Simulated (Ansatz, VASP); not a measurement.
**Cr in VASP and in Ansatz**

INCAR

```
SYSTEM = Cr
PREC = Accurate ; ENCUT = 600
EDIFF = 1E-7 ; ISMEAR = -1
SIGMA = 0.1 ; LREAL = .FALSE.
LASPH = .TRUE. ; NELM = 100
ALGO = Normal ; ISIF = 3
LWAVE = .FALSE. ; LCHARG = .FALSE.
GGA = PS ; IBRION = 2
NSW = 80 ; EDIFFG = -0.01
```

KPOINTS

```
regular mesh
0
G
  15 15 15
  0 0 0
```

POSCAR

```
Cr
1.0
    0.0000000000      1.8167431579      1.8167431579
    1.8167431579      0.0000000000      1.8167431579
    1.8167431579      1.8167431579      0.0000000000
Cr
1
Direct
    0.0000000000      0.0000000000      0.0000000000
```

Input for Ansatz:

```yaml
crystal:
  lattice:
    - [0.0, 1.8167431579, 1.8167431579]
    - [1.8167431579, 0.0, 1.8167431579]
    - [1.8167431579, 1.8167431579, 0.0]
  atoms:
    - { symbol: Cr, position: [0.0, 0.0, 0.0] }
hamiltonian:
  xc: pbesol
  pseudopotentials:
    kind: paw
    azcp:
      Cr: "pseudopotentials/Cr.paw.azcp"
basis:
  ecutwfc: 420
  fft_grid_basis: typed
kpoints:
  mp_grid: { grid: [15, 15, 15], shift: [0, 0, 0] }
magnetization:
  spin_polarized: false
scf:
  occupations: { method: fermi_dirac, width: 0.1 }
relax:
  max_steps: 60
  f_tol: 0.01
  cell: {}
output:
  write_density: true
  write_potential: true
  elf: true
  volumetric_format: npy
```

The cell was built by a generator and needn't be a form met in nature.

Alike in both runs: task relaxation of cell and atoms; functional PBEsol; k mesh 15 × 15 × 15; occupations fermi-dirac, width 0.1 eV; no spin polarisation.

```csv
,VASP,Ansatz
version,VASP 6.6.1,Ansatz 0.2.0
potentials or method,"VASP PAW PBE potentials, release 64 (Cr_pv)","plane waves (420 eV) with PAW, scalar-relativistic"
plane-wave cutoff (eV),600,420
valence electrons in the cell,12,14
```

Ansatz gave:

| Item | Value |
| --- | --- |
| relaxed volume (Å³/atom) | 11.48 |
| relaxed cell length with the largest relative difference (Å) | 2.532 |
| energy change over the relaxation (meV/atom) | -17 |

Question: Estimate VASP's values.

Answer: Relaxed volume (Å³/atom): 11.45; relaxed cell length with the largest relative difference (Å): 2.530; energy change over the relaxation (meV/atom): -19.

The two sets of potentials don't hold the same shells in valence. Ansatz warned: «pseudo_functional_mismatch».

Caveats: the PAW data sets were made with another functional, which shifts forces and pressure a little (VASP); the run has no spin polarisation, though such a crystal can be magnetic. Spin polarisation is off, so any magnetic state and its effect on volume and gap are missing.
